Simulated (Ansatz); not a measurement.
# ScAl3 (Pm-3m) in Ansatz: notebook

Runs on ScAl3. Level: PBE. Tasks: single point, relaxation of cell and atoms.

Everything below comes from runs of Ansatz 0.2.0. Logs are shortened: lines on timing, memory, paths and dates and some standing lists are left out, and cuts for length are marked.

## Step 1: The crystal as given

Symmetry: Pm-3m, No. 221, cubic system. The conventional cell has a = 4.088 Å, b = 4.088 Å, c = 4.088 Å, α = 90.00°, β = 90.00°, γ = 90.00°. Sc (site symmetry m-3m) has 12 Al at 2.89 Å as nearest neighbours. Al (site symmetry 4/mmm) is surrounded by 4 Sc at 2.89 Å and 8 Al at 2.89 Å.

The cell is a database's computed one.

## Step 2: Single point, PBE

Contents of input.yaml:

```yaml
crystal:
  lattice:
    - [4.08780657, 0.0, 0.0]
    - [0.0, 4.08780657, 0.0]
    - [0.0, 0.0, 4.08780657]
  atoms:
    - { symbol: Sc, position: [0.0, 0.0, 0.0] }
    - { symbol: Al, position: [0.5, 0.5, 0.0] }
    - { symbol: Al, position: [0.0, 0.5, 0.5] }
    - { symbol: Al, position: [0.5, 0.0, 0.5] }
hamiltonian:
  xc: pbe
  pseudopotentials: { kind: paw }
kpoints:
  mp_grid: { grid: [7, 7, 7] }
scf:
  occupations: { method: gaussian, width: 0.011 }
output:
  forces: true
  stress: true
  eigenvalues: true
  write_density: true
  write_potential: true
  elf: true
  volumetric_format: npy
```

Potentials or basis: Ansatz PAW.

On the command line:

```sh
$ ansatz run input.yaml --threads 2 --pin off --max-ram 5632MiB --backend cpu --events-out ev --progress --plain --runs-dir out
```

The log of the run:

```text
Warning: RAYON_NUM_THREADS=2 ignored (pool sized by the plan → 2); use --threads N
Engine: ansatz 0.2.0, x86_64-unknown-linux-gnu
Pseudopotentials: kind: paw
Pseudopotential: Sc, paw, valence charge 11, recommended cutoff 420 eV (normal), Sc.paw.azcp
Pseudopotential: Al, paw, valence charge 3, recommended cutoff 420 eV (normal), Al.paw.azcp
Functional definition: PBE
  parameter kappa = 0.804
  parameter beta = 0.06672455060314922
  exchange = pbe_x(kappa = kappa, mu = beta*pi^2/3)
  correlation = pbe_c(beta = beta)
Crystal: 4 atoms, lattice volume = 68.308 Å³
Basis set: ecut = 420 eV, 1357 PW (Γ), exchange–correlation on 60×60×60 points (8 copies of the dense FFT grid, shifted against one another)
Bands: 14, of which v1, the nominal top of the filled ones, is band 10 counted from 1 (9 counted from 0)
Symmetry: 48 space group operations
Space group: Pm-3m (ITA 221), of the structure as read, at distance tolerance 4.1e-5 Å
k-points: 20 of 343
Non-local potential: Sc, projectors of the file, l = 0: 3, l = 1: 2, l = 2: 3, l = 3: 1
Non-local potential: Al, projectors of the file, l = 0: 2, l = 1: 2, l = 2: 1
PAW form: soft (Blöchl's): semilocal exchange-correlation on the pseudo side does not see the compensation charge
PAW one-centre angular grid: Sc, 590 points (default); XC on 64 Gauss nodes
PAW one-centre angular grid: Al, 110 points (default); XC on 64 Gauss nodes
Initial density: superposition of atomic densities (neutral atoms: chi_scale 0, normalization atom), corrected by the library's trained network
Initial wavefunctions: pseudopotential atomic-orbital guess
Functional: x = pbe(κ = 0.804, μ = 0.2195149727645171), c = pbe(β = 0.06672455060314922)
SCF iter   1: F=—  HF=-3750.132254 eV  |F-HF|=—  |Δ(HF+E_count)|=         —  Δρ=2.42e-3  dr2=1.16e-2  ethr=1.77e-3  ⟨swp⟩=6.0  Hψ=1728  notcnv=0
preconditioner: auto → Resta (q_TF=auto, 2.223 Å⁻¹)  ε∞=8.8  [insulator: Δε(μ)=0.072 eV  Ē_g=5.564 eV  σ=0.011 eV  W_gap=0.67  n_scr=18 (ndim 8)  ℏωp=15.6 eV  f_vac=0.000  D(μ)=6.54/eV (n_scr^D=80)  ε∞_Penn≈8.8]
SCF iter   2: F=—  HF=-3750.129732 eV  |F-HF|=—  |Δ(HF+E_count)|=   2.52e-3  Δρ=1.21e-3  dr2=1.83e-3  ethr=5.81e-5  ⟨swp⟩=2.0  Hψ=515  notcnv=0  defer=5
SCF iter   3: F=—  HF=-3750.129298 eV  |F-HF|=—  |Δ(HF+E_count)|=   4.33e-4  Δρ=4.74e-4  dr2=3.30e-4  ethr=9.13e-6  ⟨swp⟩=3.0  Hψ=524  notcnv=0  defer=5
SCF iter   4: F=—  HF=-3750.129222 eV  |F-HF|=—  |Δ(HF+E_count)|=   7.62e-5  Δρ=9.45e-5  dr2=7.37e-6  ethr=1.65e-6  ⟨swp⟩=2.0  Hψ=387  notcnv=0  defer=5
SCF iter   5: F=—  HF=-3750.129263 eV  |F-HF|=—  |Δ(HF+E_count)|=   4.11e-5  Δρ=2.01e-5  dr2=4.20e-7  ethr=3.69e-8  ⟨swp⟩=2.0  Hψ=344  notcnv=0  defer=5
SCF iter   6: F=-3750.129263 eV  HF=-3750.129263 eV  |F-HF|=1.12e-8  |Δ(HF+E_count)|=   4.51e-8  Δρ=3.29e-6  dr2=1.61e-8  ethr=5.00e-10  ⟨swp⟩=8.5  Hψ=1653  notcnv=0
SCF 1 converged in 6 iterations: F = -3750.129263 eV  dr2 = 1.61e-8
SCF converged after 6 iterations
Free energy (F): -3750.129263 eV
Harris-Foulkes:  -3750.129263 eV  (|F-HF|=1.12e-8)
Internal energy: -3750.128836 eV  (E = F + TS)
E sigma→0 (E₀):  -3750.129049 eV
Entropy (-TS):   -0.000427 eV (-0.107 meV/atom)
Fermi energy:    9.088485 eV
--- Per-component energies (eV) ---
  E_band       = -125.079569
  E_kinetic    = 333.347398
  E_local      = -1006.319258  (includes V_loc(G=0)·N_el)
  E_nonlocal   = 114.837954
  E_hartree    = 389.892228
  E_xc         = -225.177074
  E_vxc        = -218.277483  (∫ρ·V_xc dr)
  E_paw        = -2358.558453  (= ΣΔE_a)
  E_vpaw       = -128.456058  (= ΣTr[D̂ρ^β])
  E_aug_tail   = 0.000002  (compensation charges beyond the density's cutoff)
  E_ewald      = -998.151633
  E_smearing   = -0.000427  (= −TS)
  E_closure    = -0.000000  (closes the sum)
  Σ components = -3750.129263   (vs F -3750.129263, Δ=0.00e0)
--- Forces (eV/Å), atoms counted from 1 ---
  atom   1  Sc    -0.00000000     0.00000000    -0.00000000
  atom   2  Al     0.00000000     0.00000000     0.00000000
  atom   3  Al     0.00000000     0.00000000     0.00000000
  atom   4  Al     0.00000000    -0.00000000     0.00000000
  max |Σ_I F_I| component: 8.22e-31 eV/Å
--- Stress (GPa, compression-positive) ---
        1.108768      -0.000000       0.000000
       -0.000000       1.108768      -0.000000
        0.000000      -0.000000       1.108768
  P = ⅓ Tr σ = 1.1088 GPa (11.088 kbar)
--- Band table (eV; the first three rows and the last of 20) ---
  k-point 0: bands = ["-39.7316", "-18.4337", "-18.4337", "-18.4337", "-0.7715", "6.6277", "6.6277", "7.4365", "7.4365", "7.4365", "10.5080", "10.5482", "10.5482", "10.5482"]
  k-point 1: bands = ["-39.7313", "-18.4398", "-18.4333", "-18.4333", "-0.5842", "5.3650", "6.7745", "7.4593", "7.4593", "8.2402", "10.4459", "10.4459", "10.6059", "11.2232"]
  k-point 2: bands = ["-39.7308", "-18.4535", "-18.4322", "-18.4322", "-0.0350", "3.7182", "7.1831", "7.5044", "7.5044", "9.1730", "10.2950", "10.2950", "10.7444", "11.3321"]
  k-point 19: bands = ["-39.7281", "-18.4564", "-18.4561", "-18.4561", "3.4812", "4.4641", "4.4641", "5.3959", "6.4585", "6.4585", "6.5794", "10.6374", "11.8706", "11.8706"]
```

rho_z.tsv:

```text
# z_ang	rho[e/angstrom^3]
# format = ansatz-planar-average/11
# lattice	4.087806570	0.000000000	0.000000000
# lattice	0.000000000	4.087806570	0.000000000
# lattice	0.000000000	0.000000000	4.087806570
# sites	4
# site	21	0.000000000	0.000000000	0.000000000
# site	13	2.043903285	2.043903285	0.000000000
# site	13	0.000000000	2.043903285	2.043903285
# site	13	2.043903285	0.000000000	2.043903285
0.000000	6.596362e-1
0.136260	6.364083e-1
0.272520	5.675016e-1
0.408781	4.641465e-1
0.545041	3.550129e-1
0.681301	2.703621e-1
[... 22 lines left out ...]
3.815286	5.675016e-1
3.951546	6.364083e-1
```

It took 0.85 s on 2 threads of Intel Xeon Platinum 8488C (Sapphire Rapids), shared host; peak memory 0.36 GiB.

Results:

```
Free energy            : -3750.1293 eV
Pressure               : 1.1 GPa
Band gap on the k mesh : none (metal or under the smearing width)
```

Levels at points of the mesh, in eV from the Fermi level:
```
           k point  band 6  band 7  band 8  band 9  band 10  band 11  band 12  band 13  band 14
(0.00, 0.00, 0.00)   -2.46   -2.46   -1.65   -1.65    -1.65     1.42     1.46     1.46     1.46
```

## Step 3: Relaxation of cell and atoms, PBE

input.yaml: that of step 2 with these lines changed.

```diff
@@ -16,3 +16,3 @@
 scf:
-  occupations: { method: gaussian, width: 0.011 }
+  occupations: { method: fermi_dirac, width: 0.05 }
 output:
@@ -20,6 +20,5 @@
   stress: true
-  eigenvalues: true
-  write_density: true
-  write_potential: true
-  elf: true
-  volumetric_format: npy
+relax:
+  f_tol: 0.01
+  max_steps: 40
+  cell: { stress_tol: 0.05 }
```

Potentials or basis: Ansatz PAW.

On the command line:

```sh
$ ansatz run input.yaml --threads 2 --pin off --max-ram 5632MiB --backend cpu --events-out ev --progress --plain --runs-dir out
```

The log of the run:

```text
Warning: RAYON_NUM_THREADS=2 ignored (pool sized by the plan → 2); use --threads N
Engine: ansatz 0.2.0, x86_64-unknown-linux-gnu
Pseudopotentials: kind: paw
Pseudopotential: Sc, paw, valence charge 11, recommended cutoff 420 eV (normal), Sc.paw.azcp
Pseudopotential: Al, paw, valence charge 3, recommended cutoff 420 eV (normal), Al.paw.azcp
Functional definition: PBE
  parameter kappa = 0.804
  parameter beta = 0.06672455060314922
  exchange = pbe_x(kappa = kappa, mu = beta*pi^2/3)
  correlation = pbe_c(beta = beta)
Crystal: 4 atoms, lattice volume = 68.308 Å³
Basis set: ecut = 420 eV, 1357 PW (Γ), exchange–correlation on 60×60×60 points (8 copies of the dense FFT grid, shifted against one another)
Bands: 14, of which v1, the nominal top of the filled ones, is band 10 counted from 1 (9 counted from 0)
Symmetry: 48 space group operations
Space group: Pm-3m (ITA 221), of the structure as read, at distance tolerance 4.1e-5 Å
k-points: 20 of 343
Non-local potential: Sc, projectors of the file, l = 0: 3, l = 1: 2, l = 2: 3, l = 3: 1
Non-local potential: Al, projectors of the file, l = 0: 2, l = 1: 2, l = 2: 1
PAW form: soft (Blöchl's): semilocal exchange-correlation on the pseudo side does not see the compensation charge
PAW one-centre angular grid: Sc, 590 points (default); XC on 64 Gauss nodes
PAW one-centre angular grid: Al, 110 points (default); XC on 64 Gauss nodes
Initial density: superposition of atomic densities (neutral atoms: chi_scale 0, normalization atom), corrected by the library's trained network
Initial wavefunctions: pseudopotential atomic-orbital guess
Functional: x = pbe(κ = 0.804, μ = 0.2195149727645171), c = pbe(β = 0.06672455060314922)
SCF iter   1: F=—  HF=-3750.139937 eV  |F-HF|=—  |Δ(HF+E_count)|=         —  Δρ=2.31e-3  dr2=1.00e-2  ethr=1.77e-3  ⟨swp⟩=5.8  Hψ=1667  notcnv=0
preconditioner: auto → Kerker (q_TF=auto, 2.223 Å⁻¹)  [metal: Δε(μ)=0.072 eV  Ē_g=5.564 eV  σ=0.050 eV  W_gap=0.34  n_scr=18 (ndim 8)  ℏωp=15.6 eV  f_vac=0.000  D(μ)=1.56/eV (n_scr^D=6)]
SCF iter   2: F=—  HF=-3750.138010 eV  |F-HF|=—  |Δ(HF+E_count)|=   1.93e-3  Δρ=1.24e-3  dr2=2.11e-3  ethr=5.00e-5  ⟨swp⟩=1.6  Hψ=458  notcnv=0
SCF iter   3: F=—  HF=-3750.137567 eV  |F-HF|=—  |Δ(HF+E_count)|=   4.43e-4  Δρ=4.60e-4  dr2=3.23e-4  ethr=1.05e-5  ⟨swp⟩=2.1  Hψ=391  notcnv=0
SCF iter   4: F=—  HF=-3750.137490 eV  |F-HF|=—  |Δ(HF+E_count)|=   7.67e-5  Δρ=8.42e-5  dr2=5.26e-6  ethr=1.62e-6  ⟨swp⟩=2.0  Hψ=388  notcnv=0
SCF iter   5: F=—  HF=-3750.137530 eV  |F-HF|=—  |Δ(HF+E_count)|=   4.00e-5  Δρ=1.66e-5  dr2=1.16e-7  ethr=2.63e-8  ⟨swp⟩=2.2  Hψ=386  notcnv=0
SCF iter   6: F=-3750.137530 eV  HF=-3750.137530 eV  |F-HF|=5.31e-10  |Δ(HF+E_count)|=   1.94e-8  Δρ=2.24e-6  dr2=2.56e-9  ethr=5.00e-10  ⟨swp⟩=3.1  Hψ=767  notcnv=0
SCF 1 converged in 6 iterations: F = -3750.137530 eV  dr2 = 2.56e-9
relax step   1: F+E_penalty+E_count = -3750.13752985 eV  Δ(F+E_penalty+E_count) = +0.000e0 eV  max|allowed force component| = 4.068e-31 eV/Å  Δτ_max = 0.0000 Å  P = +1.117 GPa  Ω = 68.308 Å³  (6 SCF iters, dr2 threshold 1.00e-7 eV, accepted)
Crystal: 4 atoms, lattice volume = 69.775 Å³
Initial density: handed on by an earlier stage of this run
Initial wavefunctions: those handed on with the density
iter 1 solved again at ethr=7.38e-6 eV; its pass at ethr=3.10e-3 eV (dr2=1.48e-3 eV) is discarded
SCF iter   1: F=—  HF=-3750.138861 eV  |F-HF|=—  |Δ(HF+E_count)|=         —  Δρ=8.92e-4  dr2=1.53e-3  ethr=7.38e-6  ⟨swp⟩=2.0  Hψ=1898  notcnv=0
preconditioner: auto → Kerker (q_TF=auto, 2.215 Å⁻¹)  [metal: Δε(μ)=0.095 eV  Ē_g=5.517 eV  σ=0.050 eV  W_gap=0.41  n_scr=18 (ndim 8)  ℏωp=15.4 eV  f_vac=0.000  D(μ)=1.54/eV (n_scr^D=6)]
SCF iter   2: F=—  HF=-3750.138510 eV  |F-HF|=—  |Δ(HF+E_count)|=   3.50e-4  Δρ=4.10e-4  dr2=2.64e-4  ethr=7.38e-6  ⟨swp⟩=2.0  Hψ=335  notcnv=0
SCF iter   3: F=—  HF=-3750.138466 eV  |F-HF|=—  |Δ(HF+E_count)|=   4.44e-5  Δρ=1.69e-4  dr2=4.16e-5  ethr=1.32e-6  ⟨swp⟩=2.0  Hψ=389  notcnv=0
SCF iter   4: F=—  HF=-3750.138451 eV  |F-HF|=—  |Δ(HF+E_count)|=   1.47e-5  Δρ=3.73e-5  dr2=1.09e-6  ethr=2.08e-7  ⟨swp⟩=2.0  Hψ=384  notcnv=0
SCF iter   5: F=-3750.138451 eV  HF=-3750.138451 eV  |F-HF|=4.63e-9  |Δ(HF+E_count)|=   3.73e-7  Δρ=5.15e-6  dr2=1.53e-8  ethr=2.00e-9  ⟨swp⟩=4.0  Hψ=849  notcnv=0
SCF 2 converged in 5 iterations: F = -3750.138451 eV  dr2 = 1.53e-8
relax step   2: F+E_penalty+E_count = -3750.13845073 eV  Δ(F+E_penalty+E_count) = -9.209e-4 eV  max|allowed force component| = 3.277e-31 eV/Å  Δτ_max = 0.0000 Å  P = -0.765 GPa  Ω = 69.775 Å³  energy of the carried Pulay correction = -5.347e-4 eV  (5 SCF iters, dr2 threshold 4.00e-7 eV, accepted)
Crystal: 4 atoms, lattice volume = 69.171 Å³
iter 1 solved again at ethr=1.16e-6 eV; its pass at ethr=3.10e-3 eV (dr2=2.31e-4 eV) is discarded
SCF iter   1: F=—  HF=-3750.140174 eV  |F-HF|=—  |Δ(HF+E_count)|=         —  Δρ=3.61e-4  dr2=2.49e-4  ethr=1.16e-6  ⟨swp⟩=2.0  Hψ=1930  notcnv=0
preconditioner: auto → Kerker (q_TF=auto, 2.219 Å⁻¹)  [metal: Δε(μ)=0.087 eV  Ē_g=5.534 eV  σ=0.050 eV  W_gap=0.39  n_scr=18 (ndim 8)  ℏωp=15.5 eV  f_vac=0.000  D(μ)=1.54/eV (n_scr^D=6)]
SCF iter   2: F=—  HF=-3750.140171 eV  |F-HF|=—  |Δ(HF+E_count)|=   3.68e-6  Δρ=1.65e-4  dr2=4.09e-5  ethr=1.16e-6  ⟨swp⟩=2.0  Hψ=336  notcnv=0
SCF iter   3: F=—  HF=-3750.140153 eV  |F-HF|=—  |Δ(HF+E_count)|=   1.73e-5  Δρ=7.05e-5  dr2=7.56e-6  ethr=2.05e-7  ⟨swp⟩=2.0  Hψ=383  notcnv=0
SCF iter   4: F=-3750.140151 eV  HF=-3750.140151 eV  |F-HF|=1.34e-7  |Δ(HF+E_count)|=   2.61e-6  Δρ=1.70e-5  dr2=2.29e-7  ethr=2.00e-9  ⟨swp⟩=2.7  Hψ=963  notcnv=0
SCF 3 converged in 4 iterations: F = -3750.140151 eV  dr2 = 2.29e-7
relax step   3: F+E_penalty+E_count = -3750.14015075 eV  Δ(F+E_penalty+E_count) = -1.700e-3 eV  max|allowed force component| = 4.273e-31 eV/Å  Δτ_max = 0.0000 Å  P = -0.014 GPa  Ω = 69.171 Å³  energy of the carried Pulay correction = -3.159e-4 eV  (4 SCF iters, dr2 threshold 4.00e-7 eV, accepted)
Initial wavefunctions: pseudopotential atomic-orbital guess (no wavefunctions were taken with the density)
iter 1 solved again at ethr=1.52e-8 eV; its pass at ethr=3.10e-3 eV (dr2=3.05e-6 eV) is discarded
SCF iter   1: F=—  HF=-3750.140368 eV  |F-HF|=—  |Δ(HF+E_count)|=         —  Δρ=2.14e-5  dr2=2.19e-7  ethr=1.52e-8  ⟨swp⟩=3.0  Hψ=2373  notcnv=0
preconditioner: auto → Kerker (q_TF=auto, 2.219 Å⁻¹)  [metal: Δε(μ)=0.089 eV  Ē_g=5.538 eV  σ=0.050 eV  W_gap=0.39  n_scr=18 (ndim 8)  ℏωp=15.5 eV  f_vac=0.000  D(μ)=1.54/eV (n_scr^D=6)]
SCF iter   2: F=—  HF=-3750.140420 eV  |F-HF|=—  |Δ(HF+E_count)|=   5.18e-5  Δρ=1.16e-5  dr2=6.55e-8  ethr=1.09e-9  ⟨swp⟩=2.0  Hψ=400  notcnv=0
SCF iter   3: F=—  HF=-3750.140420 eV  |F-HF|=—  |Δ(HF+E_count)|=   2.14e-8  Δρ=2.50e-6  dr2=5.16e-9  ethr=3.28e-10  ⟨swp⟩=2.3  Hψ=387  notcnv=0
SCF iter   4: F=—  HF=-3750.140420 eV  |F-HF|=—  |Δ(HF+E_count)|=   1.07e-9  Δρ=4.42e-7  dr2=7.62e-11  ethr=2.58e-11  ⟨swp⟩=2.6  Hψ=414  notcnv=0
SCF iter   5: F=-3750.140420 eV  HF=-3750.140420 eV  |F-HF|=1.82e-12  |Δ(HF+E_count)|=  6.05e-11  Δρ=6.22e-8  dr2=2.32e-12  ethr=1.00e-12  ⟨swp⟩=3.9  Hψ=810  notcnv=0
SCF 4 converged in 5 iterations: F = -3750.140420 eV  dr2 = 2.32e-12
relax step   4: F+E_penalty+E_count = -3750.14041964 eV  Δ(F+E_penalty+E_count) = -2.689e-4 eV  max|allowed force component| = 2.712e-31 eV/Å  Δτ_max = 0.0000 Å  P = -0.009 GPa  Ω = 69.171 Å³  stress off target by 8.63e-3 GPa  SCF on the basis re-selected at this cell (its energy is not comparable with the rows above)  (5 SCF iters)
basis re-selected at this cell: Δ(F+E_penalty+E_count) = -2.689e-4 eV, ΔP = +0.006 GPa vs the last step (what re-selecting the basis moved, of the pressure what is left beyond the Pulay correction that the steps carried, after the strain that the cell walked since its last selection, with what the two solves' SCF thresholds leave and, on support functions, any second-order correction that the steps lacked; it is no measure of the basis error at this ecutwfc). This SCF's stress stands 8.63e-3 GPa from its target on what of the cell is left free (relax.cell.stress_tol is 5.00e-2 GPa) and its largest allowed force component is 2.71e-31 eV/Å (relax.f_tol is 1.00e-2 eV/Å): within both
SCF converged after 5 iterations
Free energy (F): -3750.140420 eV
Harris-Foulkes:  -3750.140420 eV  (|F-HF|=1.82e-12)
Internal energy: -3750.127526 eV  (E = F + TS)
E sigma→0 (E₀):  -3750.133973 eV
Entropy (-TS):   -0.012894 eV (-3.223 meV/atom)
Fermi energy:    9.022685 eV
--- Per-component energies (eV) ---
  E_band       = -127.931182
  E_kinetic    = 332.493548
  E_local      = -1011.116502  (includes V_loc(G=0)·N_el)
  E_nonlocal   = 114.656335
  E_hartree    = 391.090308
  E_xc         = -224.833296
  E_vxc        = -217.823994  (∫ρ·V_xc dr)
  E_paw        = -2358.435258  (= ΣΔE_a)
  E_vpaw       = -128.321152  (= ΣTr[D̂ρ^β])
  E_aug_tail   = 0.000003  (compensation charges beyond the density's cutoff)
  E_ewald      = -993.982665
  E_smearing   = -0.012894  (= −TS)
  E_closure    = 0.000000  (closes the sum)
  Σ components = -3750.140420   (vs F -3750.140420, Δ=0.00e0)
--- Forces (eV/Å), atoms counted from 1 ---
  atom   1  Sc     0.00000000    -0.00000000    -0.00000000
  atom   2  Al     0.00000000    -0.00000000    -0.00000000
  atom   3  Al     0.00000000     0.00000000     0.00000000
  atom   4  Al     0.00000000    -0.00000000     0.00000000
  max |Σ_I F_I| component: 1.25e-30 eV/Å
--- Stress (GPa, compression-positive) ---
       -0.008629      -0.000000      -0.000000
       -0.000000      -0.008629      -0.000000
       -0.000000      -0.000000      -0.008629
  P = ⅓ Tr σ = -0.0086 GPa (-0.086 kbar)
--- Relaxed structure (3 steps of the walk, 3 accepted, 1 SCFs on fresh bases) ---
  F+E_penalty+E_count = -3750.14041964 eV   max|allowed force component| = 2.712e-31 eV/Å   (the final SCF, on the basis selected at the relaxed cell)
  cell:  # Å, volume = 69.1710 Å³
    - [4.104951673343687, 3.691365726742202e-34, 4.49383653690355e-34]
    - [2.407412430484045e-34, 4.104951673343687, 0.0]
    - [1.925929944387236e-34, 0.0, 4.104951673343687]
  atoms:
    - { symbol: Sc, position: [-1.2269275655876552e-37, -3.0673189139596697e-37, -2.4538551311676123e-37] }
    - { symbol: Al, position: [0.49999999999999994, 0.49999999999999994, 2.4538551311668063e-37] }
    - { symbol: Al, position: [-1.2269275655871718e-37, 0.49999999999999994, 0.49999999999999994] }
    - { symbol: Al, position: [0.49999999999999994, -5.521174045131301e-37, 0.49999999999999994] }
```

It took 2.3 s on 2 threads of Intel Xeon Platinum 8488C (Sapphire Rapids), shared host; peak memory 0.4 GiB.

Results:

- Free energy: -3750.1404 eV
- Relaxed volume: 17.29 Å³/atom
- Relaxed cell: a = 4.105 Å, b = 4.105 Å, c = 4.105 Å, α = 90.00°, β = 90.00°, γ = 90.00°
- Space group after relaxing (to 0.05 Å): Pm-3m (No. 221)
- Energy gained by relaxing: 0.7 meV/atom
- Ionic steps: 4
- Pressure after relaxing: 0.0 GPa

The path:
```tsv
step	energy change (eV)	largest force (eV/Å)	volume (Å³)
1	0.0000	0.0000	68.31
2	-0.0009	0.0000	69.78
3	-0.0026	0.0000	69.17
4	-0.0029	0.0000	69.17
```

Final structure:
```xyz
4
Lattice="4.1050 0.0000 0.0000 0.0000 4.1050 0.0000 0.0000 0.0000 4.1050" Properties=species:S:1:pos:R:3 pbc="T T T"
Sc    0.0000    0.0000    0.0000
Al    2.0525    2.0525    0.0000
Al    0.0000    2.0525    2.0525
Al    2.0525    0.0000    2.0525
```

Caveat: the plane-wave basis is chosen anew once the cell has moved, so the energies of steps on either side of that aren't comparable.
